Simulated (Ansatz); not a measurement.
# CdS (Hawleyite): the PBE gap against the k mesh of the density

How far can the k mesh of the density be lowered for the gap of CdS (Hawleyite)?

Calculated with Ansatz 0.2.0; DFT, PBE, plane waves, PAW; PAW set soft_1.

**1. The structure**

The structure is cubic, space group F-43m (No. 216). Conventional cell: a = 5.833 Å, b = 5.833 Å, c = 5.833 Å, α = 90.00°, β = 90.00°, γ = 90.00°. Nearest to Cd lie 4 S at 2.53 Å. Nearest to S lie 4 Cd at 2.53 Å. Farther neighbours and most contacts between anions are not listed.

The cell and positions come from the Crystallography Open Database and are kept as given unless a step says otherwise.

**2. k mesh of the density: 2×2×2**

The input, input.yaml:

```yaml
crystal:
  lattice:
    - [0.0, 2.9165, 2.9165]
    - [2.9165, 0.0, 2.9165]
    - [2.9165, 2.9165, 0.0]
  atoms:
    - { symbol: Cd, position: [0.0, 0.0, 0.0] }
    - { symbol: S, position: [0.25, 0.25, 0.25] }
kpoints:
  mp_grid: { grid: [2, 2, 2] }
  band_path:
    path:
      - [0.0, 0.0, 0.0]
      - [-0.5, -0.5, 0.0]
      - [-0.375, -0.375, 0.25]
      - [-0.375, 0.0, 0.375]
      - [0.0, 0.0, 0.5]
      - [-0.5, -0.25, 0.25]
    npoints: 1
hamiltonian:
  xc: pbe
  pseudopotentials: { kind: paw, azcp: { folder: soft_1 } }
scf:
  occupations: { method: fixed }
  n_extra_bands: 4
output:
  eigenvalues: true
```

The run is started by

```sh
$ ansatz run input.yaml --threads 3 --pin off --max-ram 92160MiB --backend cuda --events-out ev --progress --plain --runs-dir out --devices 1 --max-vram 13GiB
```

Numbers of over 12 decimals in the logs are rounded to 6 here.

The log of the run:

```text
scf.n_extra_bands = 4 over 13 filled bands (N_el = 26.0): the run solves 17 bands
GPUs: using 1 of 1 available (devices: 1).
Engine: ansatz 0.2.0, x86_64-unknown-linux-gnu
Pseudopotentials: kind: paw
Pseudopotential: Cd, paw, valence charge 20, recommended cutoff 420 eV (normal), soft_1/Cd.paw.azcp
Pseudopotential: S, paw, valence charge 6, recommended cutoff 420 eV (normal), soft_1/S.paw.azcp
Functional definition: PBE
  parameter kappa = 0.804
  parameter beta = 0.066725
  exchange = pbe_x(kappa = kappa, mu = beta*pi^2/3)
  correlation = pbe_c(beta = beta)
device memory: the entry about to start is reckoned to put 1.4 GiB on a device that reports 56.3 GiB free (of which the cap on the GPU budget leaves the run 13.0 GiB)
GPU FFT provider: cuFFT
GPU libraries: cuBLAS 13.8.2, cuFFT 12.4.0, cuSOLVER 12.3.4
Crystal: 2 atoms, lattice volume = 49.615 Å³
Basis set: ecut = 420 eV, 941 PW (Γ)
Bands: 17, of which v1, the nominal top of the filled ones, is band 13 counted from 1 (12 counted from 0)
Symmetry: 24 space group operations
Space group: F-43m (ITA 216), of the structure as read, at distance tolerance 3.7e-5 Å
k-points: 3 of 8
Non-local potential: Cd, projectors of the file, l = 0: 3, l = 1: 2, l = 2: 2, l = 3: 1
Non-local potential: S, projectors of the file, l = 0: 2, l = 1: 2, l = 2: 1
PAW form: soft (Blöchl's): semilocal exchange-correlation on the pseudo side does not see the compensation charge
PAW one-centre angular grid: Cd, 590 points (default); XC on 64 Gauss nodes
PAW one-centre angular grid: S, 110 points (default); XC on 64 Gauss nodes
Initial density: superposition of atomic densities (chi_scale 0.1, normalization cell, long waves kept (reshape's long-wave potential 0.00 eV rms))
Initial wavefunctions: pseudopotential atomic-orbital guess
GPU buffer pool allocated for 27000 grid points (all kernels)
GPU transforms: local potential and band sums: pruned to the plane-wave sphere, on 25×27×27
Functional: x = pbe(κ = 0.804, μ = 0.219515), c = pbe(β = 0.066725)
SCF iter   1: F=—  HF=-9157.118093 eV  |F-HF|=—  |Δ(HF+E_count)|=         —  Δρ=3.46e-2  dr2=7.28e-1  ethr=3.10e-3  ⟨swp⟩=5.3  Hψ=232  notcnv=0  defer=3
preconditioner: auto → none  [insulator: Δε(μ)=1.365 eV  Ē_g=12.594 eV  n_scr=14 (ndim 8)  ℏωp=22.4 eV  f_vac=0.063  ε∞_Penn≈4.2]
SCF iter   2: F=—  HF=-9156.925374 eV  |F-HF|=—  |Δ(HF+E_count)|=   1.93e-1  Δρ=1.41e-2  dr2=5.41e-2  ethr=2.80e-3  ⟨swp⟩=3.7  Hψ=113  notcnv=0  defer=3
SCF iter   3: F=—  HF=-9156.931001 eV  |F-HF|=—  |Δ(HF+E_count)|=   5.63e-3  Δρ=5.95e-3  dr2=1.03e-2  ethr=2.08e-4  ⟨swp⟩=2.0  Hψ=60  notcnv=0  defer=3
SCF iter   4: F=—  HF=-9156.934148 eV  |F-HF|=—  |Δ(HF+E_count)|=   3.15e-3  Δρ=1.42e-3  dr2=8.79e-4  ethr=3.95e-5  ⟨swp⟩=3.0  Hψ=88  notcnv=0  defer=3
SCF iter   5: F=—  HF=-9156.933870 eV  |F-HF|=—  |Δ(HF+E_count)|=   2.78e-4  Δρ=2.94e-4  dr2=1.96e-5  ethr=3.38e-6  ⟨swp⟩=2.0  Hψ=84  notcnv=0  defer=3
SCF iter   6: F=—  HF=-9156.934191 eV  |F-HF|=—  |Δ(HF+E_count)|=   3.21e-4  Δρ=5.90e-5  dr2=1.51e-6  ethr=7.55e-8  ⟨swp⟩=2.0  Hψ=80  notcnv=0  defer=3
SCF iter   7: F=-9156.934191 eV  HF=-9156.934191 eV  |F-HF|=7.04e-10  |Δ(HF+E_count)|=   2.26e-7  Δρ=1.18e-5  dr2=5.14e-8  ethr=3.85e-10  ⟨swp⟩=5.0  Hψ=246  notcnv=0
SCF 1 converged in 7 iterations: F = -9156.934191 eV  dr2 = 5.14e-8
[...]
device memory: the entry about to start is reckoned to put 0.8 GiB on a device that reports 57.3 GiB free (of which the cap on the GPU budget leaves the run 13.0 GiB)
NSCF: frozen V_eff on 6 k-points
SCF converged after 7 iterations
Free energy (F): -9156.934191 eV
Harris-Foulkes:  -9156.934191 eV  (|F-HF|=7.04e-10)
Internal energy: -9156.934191 eV  (E = F + TS)
E sigma→0 (E₀):  -9156.934191 eV
Fermi energy:    7.229631 eV
--- Per-component energies (eV) ---
  E_band       = -504.342387
  E_kinetic    = 549.308813
  E_local      = -4041.443142  (includes V_loc(G=0)·N_el)
  E_nonlocal   = 154.427867
  E_hartree    = 1839.845016
  E_xc         = -246.516006
  E_vxc        = -280.085317  (∫ρ·V_xc dr)
  E_paw        = -4707.575782  (= ΣΔE_a)
  E_vpaw       = -566.239931  (= ΣTr[D̂ρ^β])
  E_aug_tail   = 0.000342  (compensation charges beyond the density's cutoff)
  E_ewald      = -2704.981299
  E_smearing   = -0.000000  (= −TS)
  E_closure    = 0.000000  (closes the sum)
  Σ components = -9156.934191   (vs F -9156.934191, Δ=0.00e0)
--- Band table (eV) ---
  k-point 0: bands = [... 9 lower, -0.3925, 7.2296, 7.2296, 7.2296, 8.2189, 13.5359, 13.5359, 13.5359]
  k-point 1: bands = [... 9 lower, 0.0249, 2.7126, 6.4573, 6.4573, 10.0596, 14.0129, 14.0129, 14.6286]
  k-point 2: bands = [... 9 lower, 0.1033, 3.1374, 5.3045, 5.3045, 10.5828, 11.4081, 16.4001, 17.8470]
```

Run time: 6.8 s. Hardware: 1 × NVIDIA H100 80GB HBM3 (shared by 6 runs) with 3 threads of AMD EPYC 7R13 (Zen 3), shared host; peak memory 0.88 GiB.

Numbers from this step:

```
gap                  : 0.9893 eV
valence top at       : Γ
conduction bottom at : Γ
least direct gap     : 0.9893 eV
```

The gap is direct, at Γ.

**3. k mesh of the density: 4×4×4**

Changes to input.yaml since step 2:

```diff
@@ -9,3 +9,3 @@
 kpoints:
-  mp_grid: { grid: [2, 2, 2] }
+  mp_grid: { grid: [4, 4, 4] }
   band_path:
```

The log of the run:

```text
[...]
GPUs: using 1 of 1 available (devices: 1).
[...]
GPU FFT provider: cuFFT
GPU libraries: cuBLAS 13.8.2, cuFFT 12.4.0, cuSOLVER 12.3.4
Crystal: 2 atoms, lattice volume = 49.615 Å³
Basis set: ecut = 420 eV, 941 PW (Γ)
Bands: 17, of which v1, the nominal top of the filled ones, is band 13 counted from 1 (12 counted from 0)
[... 1 set-up line as in the run before ...]
[...]
E sigma→0 (E₀):  -9157.846062 eV
Fermi energy:    6.932550 eV
[...]
--- Band table (eV; the first three rows and the last of 8) ---
  k-point 0: bands = [... 9 lower, -0.3321, 6.9325, 6.9325, 6.9325, 8.0660, 13.4450, 13.4450, 13.4450]
  k-point 1: bands = [... 9 lower, -0.3278, 4.4366, 6.5355, 6.5355, 9.7015, 13.1967, 13.9480, 13.9480]
  k-point 2: bands = [... 9 lower, 0.0500, 2.5272, 6.1801, 6.1801, 9.9329, 13.9132, 13.9132, 14.3856]
  k-point 7: bands = [... 9 lower, 0.3012, 3.0274, 4.6649, 4.7431, 12.3472, 12.3512, 14.1428, 14.9590]
[key lines of the parts left out:]
SCF converged after 7 iterations
Free energy (F): -9157.846062 eV
```

Run time: 5.7 s. Hardware: 1 × NVIDIA H100 80GB HBM3 (shared by 6 runs) with 3 threads; peak memory 0.87 GiB; 3.5 s of CPU time.

Numbers from this step:

```yaml
gap: 1.133 eV
valence_top_at: Γ
conduction_bottom_at: Γ
least_direct_gap: 1.133 eV
```

The gap is 1.133 eV, +0.144 eV from the run before at this level.

**4. k mesh of the density: 8×8×8 (the default)**

input.yaml, the sections that differ from step 3:

```yaml
kpoints:
  mp_grid: { grid: [8, 8, 8] }
  band_path:
    path:
      - [[0.0, 0.0, 0.0], [-0.5, -0.5, 0.0], [-0.375, -0.375, 0.25]]
      - [[-0.375, 0.0, 0.375], [0.0, 0.0, 0.0], [0.0, 0.0, 0.5], [-0.5, -0.25, 0.25], [-0.5, -0.5, 0.0]]
    npoints: 10
scf:
  occupations: { method: fermi_dirac, width: 0.02 }
  n_extra_bands: 4
output:
  eigenvalues: true
  write_density: true
  write_potential: true
  elf: true
  volumetric_format: npy
# crystal, hamiltonian: as in step 3
```

The log of the run:

```text
[...]
GPUs: using 1 of 1 available (devices: 1).
[...]
GPU FFT provider: cuFFT
GPU libraries: cuBLAS 13.8.2, cuFFT 12.4.0, cuSOLVER 12.3.4
Crystal: 2 atoms, lattice volume = 49.615 Å³
Basis set: ecut = 420 eV, 941 PW (Γ)
Bands: 17, of which v1, the nominal top of the filled ones, is band 13 counted from 1 (12 counted from 0)
[... 1 set-up line as in the run before ...]
[...]
Fermi energy:    7.493127 eV
[...]
--- Band table (eV; the first three rows and the last of 29) ---
  k-point 0: bands = [... 9 lower, -0.3312, 6.9098, 6.9098, 6.9098, 8.0542, 13.4376, 13.4376, 13.4376]
  k-point 1: bands = [... 9 lower, -0.3323, 5.8886, 6.7881, 6.7881, 8.8902, 13.1780, 13.6353, 13.6353]
  k-point 2: bands = [... 9 lower, -0.3269, 4.4208, 6.5137, 6.5137, 9.6890, 13.1826, 13.9401, 13.9401]
  k-point 28: bands = [... 9 lower, 0.2989, 3.0135, 4.6469, 4.7254, 12.3333, 12.3385, 14.1350, 14.9420]
[key lines of the parts left out:]
SCF converged after 7 iterations
Free energy (F): -9157.879110 eV
```

The job ended after 9.6 s (1 × NVIDIA H100 80GB HBM3 (shared by 6 runs) with 3 threads; peak memory 0.9 GiB).

This step gave:

```yaml
gap: 1.144 eV
valence_top_at: Γ
conduction_bottom_at: Γ
least_direct_gap: 1.144 eV
```

The gap is 1.144 eV, +0.011 eV from the run before at this level.

**5. k mesh of the density: 10×10×10**

input.yaml, the sections that differ from step 4:

```yaml
kpoints:
  mp_grid: { grid: [10, 10, 10] }
  band_path:
    path:
      - [0.0, 0.0, 0.0]
      - [-0.5, -0.5, 0.0]
      - [-0.375, -0.375, 0.25]
      - [-0.375, 0.0, 0.375]
      - [0.0, 0.0, 0.5]
      - [-0.5, -0.25, 0.25]
    npoints: 1
scf:
  occupations: { method: fixed }
  n_extra_bands: 4
# crystal, hamiltonian, output: as in step 4
```

The log of the run:

```text
[...]
GPUs: using 1 of 1 available (devices: 1).
[...]
GPU FFT provider: cuFFT
GPU libraries: cuBLAS 13.8.2, cuFFT 12.4.0, cuSOLVER 12.3.4
Crystal: 2 atoms, lattice volume = 49.615 Å³
Basis set: ecut = 420 eV, 941 PW (Γ)
Bands: 17, of which v1, the nominal top of the filled ones, is band 13 counted from 1 (12 counted from 0)
[... 1 set-up line as in the run before ...]
[...]
Fermi energy:    6.909426 eV
[...]
--- Band table (eV; the first three rows and the last of 47) ---
  k-point 0: bands = [... 9 lower, -0.3312, 6.9094, 6.9094, 6.9094, 8.0540, 13.4375, 13.4375, 13.4375]
  k-point 1: bands = [... 9 lower, -0.3321, 6.1679, 6.8294, 6.8294, 8.6795, 13.2467, 13.5701, 13.5701]
  k-point 2: bands = [... 9 lower, -0.3308, 5.0082, 6.6303, 6.6303, 9.4386, 13.0847, 13.8414, 13.8414]
  k-point 46: bands = [... 9 lower, 0.2824, 3.0078, 4.6812, 4.7537, 12.0145, 12.2022, 14.5462, 15.0774]
[key lines of the parts left out:]
SCF converged after 7 iterations
Free energy (F): -9157.879372 eV
```

Run time: 10 s. Hardware: 1 × NVIDIA H100 80GB HBM3 (shared by 6 runs) with 3 threads; peak memory 0.89 GiB; 3.7 s of CPU time.

Numbers from this step:

```
gap                  : 1.145 eV
valence top at       : Γ
conduction bottom at : Γ
least direct gap     : 1.145 eV
```

The gap is 1.145 eV, as in the run before at this level.

**6. The series**

Differences are against the last row; a negative gap means that bands overlap, and a run with a band path holds that path's time. Times are wall times on 1 × NVIDIA H100 80GB HBM3 (shared by 6 runs) with 3 threads of AMD EPYC 7R13 (Zen 3), shared host, good to a factor of about two.

| k mesh of the density | gap (eV) | direct gap (eV) | gap error (eV) | energy error (meV/atom) | irreducible k | time |
| --- | --- | --- | --- | --- | --- | --- |
| 2×2×2 | 0.989 | 0.989 | −0.155 | +472.6 | 3 | 6.8 s |
| 4×4×4 | 1.133 | 1.133 | −0.011 | +16.7 | 8 | 5.7 s |
| 8×8×8 | 1.144 | 1.144 | −0.0002 | +0.1 | 29 | 9.6 s |
| 10×10×10 | 1.145 | 1.145 | +0.000 | +0.0 | 47 | 10 s |

**7. Summary of results**

| Item | Value |
| --- | --- |
| 2×2×2 | 0.989 eV |
| 4×4×4 | 1.133 eV |
| 8×8×8 | 1.144 eV |
| 10×10×10 | 1.145 eV |

In words: The gap holds to 0.02 eV from 4×4×4 on. At 2×2×2 the gap is off by −0.155 eV and the energy by +473 meV/atom. The gap is read over the mesh and added points near the edges, so meshes differ mainly through the density and, for a hybrid, the exchange operator.

[Paths, hosts, dates, memory and timing lines, banners, echoed tables and standing remarks are left out of the program output.]

[Logs are printed without paths, hosts, clocks, repeated set-up lines and the standing remarks that a program may print on its own settings, such as how far it seeks lower states.]

[Runs of the session that timed out or met a known fault of the program may be left out.]

[Cells called generated may have been cut or substituted from an entry of the Crystallography Open Database or the Materials Project.]

[Hosts, paths, dates, database ids (printed as entryN), source tags and the programs' standing remarks are cut or masked in the printed files.]
